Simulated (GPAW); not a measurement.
A run of GPAW 26.7.0:

File run.py:

```python
from ase import Atoms
from ase.filters import FrechetCellFilter
from ase.io import write
from ase.optimize import BFGS
from ase.units import GPa
from gpaw import GPAW, PW, setup_paths

setup_paths.insert(0, '.')

atoms = Atoms(['Zr', 'B', 'B'],
              cell=[[3.17, 0.0, 0.0],
                    [-1.585, 2.74530053, 0.0],
                    [0.0, 0.0, 3.533]],
              scaled_positions=[[0.0, 0.0, 0.0],
                                [0.6666666667, 0.3333333333, 0.5],
                                [0.3333333333, 0.6666666667, 0.5]],
              pbc=True)

calc = GPAW(mode=PW(800),
            xc='PBEsol',
            kpts={'size': (7, 7, 6), 'gamma': True},
            occupations={'name': 'fermi-dirac', 'width': 0.05},
            nbands=20,
            convergence={'density': 1e-05, 'forces': 0.0001},
            maxiter=150,
            txt='gpaw.txt')
atoms.calc = calc
opt = BFGS(FrechetCellFilter(atoms, scalar_pressure=10 * GPa), trajectory='relax.traj', logfile='-')
done = opt.run(fmax=0.02, steps=60)
calc.write('gs.gpw')
write('result.traj', atoms)
print('Converged:', done)
print('Cell:', atoms.cell.cellpar().round(4))
print('Volume:', round(atoms.get_volume(), 4))
print(atoms.get_scaled_positions().round(5))
```

Potentials or basis: PAW data sets generated in the run's folder for this functional, pw.

Command:

```sh
$ gpaw-setup -f PBEsol B Zr
$ OMP_NUM_THREADS=1 python run.py
```

Hardware: 1 thread of Intel(R) Xeon(R) 6975P-C (Granite Rapids), on a shared host.

Question: How long does it take, and how much memory?

Answer: Wall time 58 s on 1 thread of Intel(R) Xeon(R) 6975P-C (Granite Rapids), on a shared host, peak memory 0.26 GiB. Counts: scf iterations 59, plane waves 1600, bands 20, k points 32, ion steps 7.
